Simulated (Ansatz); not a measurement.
The cell of C is invented: 4-connected net of one element (R32, No. 155). The dimensions are guesses.

```
C
1.0
     1.99835    1.15375    1.31523
    -1.99835    1.15375    1.31523
     0.00000   -2.30750    1.31523
C
3
Direct
  0.71567 0.28433 0.50000
  0.50000 0.71567 0.28433
  0.28433 0.50000 0.71567
```

Level of theory: DFT PBE, scalar-relativistic, plane waves, PAW (Ansatz 0.2.0). Cutoff 420 eV, Gaussian smearing, Γ-centred meshes. Cell and atoms relax first on a coarse mesh and then on a finer one. In between, the cell is made exact in the group found at 0.06 Å. In metals the finer mesh still leaves noise of several meV/atom or more. The steps can't lower the symmetry of their start. No spin polarisation in the relaxation; trial moments died out in a coarse test.

A guess keeps its type if space group and coordination stay and the shape of the cell changes little (axis ratios within about 15 %, angles within 6°); the volume may change.

Question: Does it keep its structure type, or change into something else?

Answer: It keeps its type. The symmetry stays R32 (No. 155). The volume per atom grows by 5.3 %, from 6.1 to 6.4 Å³. The shortest distance goes from 1.49 Å (C–C) to 1.54 Å (C–C). The ratio c/a of the conventional cell changes by a factor of 0.95. Counting neighbours within 15 % of an atom's shortest distance, the start has C 4 and the end C 4.

Energies count from the standard state of C at the same level.

Question: At what energy does it end?

Answer: +1.10 eV/atom. It lies above the standard state, so it could only be metastable.

The last run used an 18×18×18 mesh for its 3-atom cell and Gaussian smearing of 0.10 eV. The reference form of C is held partly by dispersion forces, which this level lacks. Symmetry constrained the relaxation, so the result can be a saddle point. Another cell of C relaxed alike, in Fmmm, lies 1.10 eV/atom lower, so this cell isn't the stable form at this level.
